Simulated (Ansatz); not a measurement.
# ZnS (F-43m) in Ansatz: settings compared, part 2 of 2

Ansatz 0.2.0.

## Step 3: Born charges and dielectric tensor, PBE

input.yaml

```yaml
crystal:
  lattice:
    - [0.0, 2.702, 2.702]
    - [2.702, 0.0, 2.702]
    - [2.702, 2.702, 0.0]
  atoms:
    - { symbol: Zn, position: [0.75, 0.75, 0.75] }
    - { symbol: S, position: [0.0, 0.0, 0.0] }
hamiltonian:
  xc: pbe
  pseudopotentials: { kind: paw }
kpoints:
  mp_grid: { grid: [9, 9, 9] }
scf:
  occupations: { method: fixed }
output:
  eigenvalues: true
dielectric:
  method: response
```

Potentials or basis: Ansatz PAW.

Launch:

```
ansatz run input.yaml --threads 2 --pin off --max-ram 5632MiB --backend cpu --events-out ev --progress --plain --runs-dir out
```

The program printed:

```text
Warning: RAYON_NUM_THREADS=2 ignored (pool sized by the plan → 2); use --threads N
Engine: ansatz 0.2.0, x86_64-unknown-linux-gnu
Pseudopotentials: kind: paw
Pseudopotential: Zn, paw, valence charge 12, recommended cutoff 420 eV (normal), Zn.paw.azcp
Pseudopotential: S, paw, valence charge 6, recommended cutoff 420 eV (normal), S.paw.azcp
Functional definition: PBE
  parameter kappa = 0.804
  parameter beta = 0.06672455060314922
  exchange = pbe_x(kappa = kappa, mu = beta*pi^2/3)
  correlation = pbe_c(beta = beta)
Crystal: 2 atoms, lattice volume = 39.454 Å³
Basis set: ecut = 420 eV, 749 PW (Γ), exchange–correlation on 54×54×54 points (8 copies of the dense FFT grid, shifted against one another)
Bands: 13, of which v1, the nominal top of the filled ones, is band 9 counted from 1 (8 counted from 0)
Symmetry: 24 space group operations
k-points: 125 of 729 (irreducible under 4 space group operations, time reversal used)
Non-local potential: Zn, projectors of the file, l = 0: 2, l = 1: 2, l = 2: 3, l = 3: 1
[... 52 lines left out ...]
  Σ components = -4222.730098   (vs F -4222.730098, Δ=0.00e0)
--- Band table (eV; the first three rows and the last of 125) ---
  k-point 0: bands = ["-7.3563", "-0.5481", "-0.5481", "-0.5481", "-0.0477", "-0.0477", "5.7867", "5.7867", "5.7867", "7.8960", "12.1563", "12.1563", "12.1563"]
  k-point 1: bands = ["-7.2634", "-0.5479", "-0.5313", "-0.5313", "-0.0492", "-0.0492", "4.8555", "5.6682", "5.6682", "8.6013", "12.0636", "12.3614", "12.3614"]
  k-point 2: bands = ["-7.0125", "-0.5196", "-0.4916", "-0.4916", "-0.0481", "-0.0481", "3.3339", "5.3932", "5.3932", "9.2196", "12.4593", "12.7230", "12.7230"]
  k-point 124: bands = ["-6.3142", "-0.4127", "-0.3711", "-0.1772", "-0.0377", "0.0640", "1.5530", "3.0326", "4.3662", "11.0126", "11.9838", "12.7141", "15.1162"]
--- Dielectric response (ions clamped): 3 representative field directions + reference, inside a basis on a mesh of 1000 k-points (Σ response iterations 15) ---
  ε∞ (high-frequency dielectric tensor):
        5.933005    -0.000000     0.000000
       -0.000000     5.933005     0.000000
        0.000000     0.000000     5.933005
  Born effective charges Z* (e; rows j = field, columns β = displacement):
    site 0:
         1.99432    0.00000   -0.00000
         0.00000    1.99432    0.00000
        -0.00000    0.00000    1.99432
    site 1:
        -1.99432   -0.00000    0.00000
        -0.00000   -1.99432   -0.00000
         0.00000   -0.00000   -1.99432
  Z* charge neutrality: 3.898e-4 e pre-enforcement
  solved inside a basis spanned on kpoints, on 10×10×10 k-points, its susceptibility summed on 14×14×14: ε∞ is read to err by 1.5e-2, Z* by 1.3e-2 e (field_mesh: kpoints solves on kpoints); Z* is corrected for what the basis lacks
```

It took 33 s on 2 threads of Intel Xeon at 2.70GHz, shared host; peak memory 0.58 GiB.

What came out:

```yaml
Free_energy: -4222.7301 eV
Band_gap_on_the_k_mesh: 2.11 eV, direct
Electronic_dielectric_tensor_diagonal: 5.93
Born_charges_mean_of_the_diagonal: Zn +1.99; S -1.99 e
```

Electronic dielectric tensor:
```
5.93 0.00 0.00
0.00 5.93 0.00
0.00 0.00 5.93
```

Born effective charge tensors (e):
atom 1, Zn
```
1.99 0.00 0.00
0.00 1.99 0.00
0.00 0.00 1.99
```
atom 2, S
```
-1.99  0.00  0.00
 0.00 -1.99  0.00
 0.00  0.00 -1.99
```

Caveat: odd divisions of the mesh miss points on the zone boundary, where band edges often lie, so the gap on the mesh can be too wide.

## Step 4: Band structure, BLYP

input.yaml

```yaml
crystal:
  lattice:
    - [0.0, 2.702, 2.702]
    - [2.702, 0.0, 2.702]
    - [2.702, 2.702, 0.0]
  atoms:
    - { symbol: Zn, position: [0.75, 0.75, 0.75] }
    - { symbol: S, position: [0.0, 0.0, 0.0] }
hamiltonian:
  xc: blyp
  pseudopotentials: { kind: paw }
kpoints:
  mp_grid: { grid: [9, 9, 9] }
  band_path:
    path:
      - [[0.0, 0.0, 0.0], [0.5, 0.0, 0.5], [0.5, 0.25, 0.75], [0.375, 0.375, 0.75], [0.0, 0.0, 0.0], [0.5, 0.5, 0.5], [0.625, 0.25, 0.625], [0.5, 0.25, 0.75], [0.5, 0.5, 0.5], [0.375, 0.375, 0.75]]
      - [[0.625, 0.25, 0.625], [0.5, 0.0, 0.5]]
    npoints: 14
scf:
  occupations: { method: fermi_dirac, width: 0.05 }
  n_extra_bands: 6
output:
  forces: true
  stress: true
  eigenvalues: true
  fatbands: false
  write_density: true
  write_potential: true
  elf: true
  volumetric_format: npy
```

Launch:

```
ansatz run input.yaml --threads 2 --pin off --max-ram 5632MiB --backend cpu --events-out ev --progress --plain --runs-dir out
```

It took 3.3 s on 2 threads of Intel Xeon at 2.70GHz, shared host; peak memory 0.36 GiB.

Results (log left out):

* Free energy: -4236.8034 eV
* Pressure: 5.4 GPa
* Band gap on the k mesh: 2.09 eV, direct
* Band gap along the path: 2.09 eV, direct

Levels at the corners of the path, in eV from the valence-band top:
```csv
point,band 6,band 7,band 8,band 9,band 10,band 11,band 12,band 13
Γ,-5.95,0.00,0.00,0.00,2.09,6.42,6.42,6.42
X,-5.73,-4.58,-2.19,-2.19,3.56,4.10,10.99,11.91
W,-5.55,-4.59,-2.69,-2.67,5.83,5.95,7.90,8.34
K,-5.60,-4.62,-3.05,-1.78,4.21,5.98,9.45,9.76
Γ,-5.95,0.00,0.00,0.00,2.09,6.42,6.42,6.42
L,-5.74,-5.24,-0.86,-0.86,3.30,6.97,6.97,9.00
U,-5.60,-4.62,-3.05,-1.78,4.21,5.98,9.45,9.76
W,-5.55,-4.59,-2.69,-2.67,5.83,5.95,7.90,8.34
L,-5.74,-5.24,-0.86,-0.86,3.30,6.97,6.97,9.00
K,-5.60,-4.62,-3.05,-1.78,4.21,5.98,9.45,9.76
U,-5.60,-4.62,-3.05,-1.78,4.21,5.98,9.45,9.76
X,-5.73,-4.58,-2.19,-2.19,3.56,4.10,10.99,11.91
```

Caveat: the PAW data sets come from PBE, with cores solved anew for the run's functional, which leaves a small shift of forces and pressure.

## Step 5: The runs side by side

```tsv
task	level	k mesh	smearing	atoms under strain	points for each segment of the path	gap on the mesh (eV)	pressure (GPa)
elastic constants	PBE	7 × 7 × 7	fixed	clamped	-	2.11	1.6
Born charges and dielectric tensor	PBE	9 × 9 × 9	fixed	-	-	2.11	-
band structure	BLYP	9 × 9 × 9	fermi-dirac 0.05 eV	-	14	2.09	5.4
```

Alike in all rows: potentials or basis Ansatz PAW; no spin polarisation; cell as given; cutoff (eV) 420.

On the cell as given the gap runs from 2.09 eV (BLYP) to 2.11 eV (PBE); the meshes differ, which moves gaps too.

Caveats: odd divisions of the mesh miss points on the zone boundary, where band edges often lie, so the gap on the mesh can be too wide (some runs); the PAW data sets come from PBE, with cores solved anew for the run's functional, which leaves a small shift of forces and pressure (some runs).

Absolute energies hang on the potentials; compare differences alone.

## Step 6: Comparison with measurements

Step 2. A measured gap of ZnS is 3.85 eV (direct; 19 K; quoted in “Electronic, vibrational, and thermodynamic properties of ZnS (zincblende and rocksalt structure)”, 2009, arxiv:0911.5022); the calculated 2.11 eV misses it by -1.74 eV. The value is that of PBE, without temperature or zero-point motion. Semilocal functionals fall short of measured gaps as a rule.

Step 3. Against the measured gap of ZnS, 3.85 eV (direct; 19 K; quoted in “Electronic, vibrational, and thermodynamic properties of ZnS (zincblende and rocksalt structure)”, 2009, arxiv:0911.5022), the calculated 2.11 eV is off by -1.74 eV. The value is that of PBE, without temperature or zero-point motion. Semilocal functionals fall short of measured gaps as a rule. A measured high-frequency dielectric constant of ZnS is 5.14 (a printed reference work, monograph); the calculated 5.93 misses it by +15.4 %.

Step 4. A measured gap of ZnS is 3.85 eV (direct; 19 K; quoted in “Electronic, vibrational, and thermodynamic properties of ZnS (zincblende and rocksalt structure)”, 2009, arxiv:0911.5022); the calculated 2.09 eV misses it by -1.76 eV. The value is that of BLYP, without temperature or zero-point motion. Semilocal functionals fall short of measured gaps as a rule.
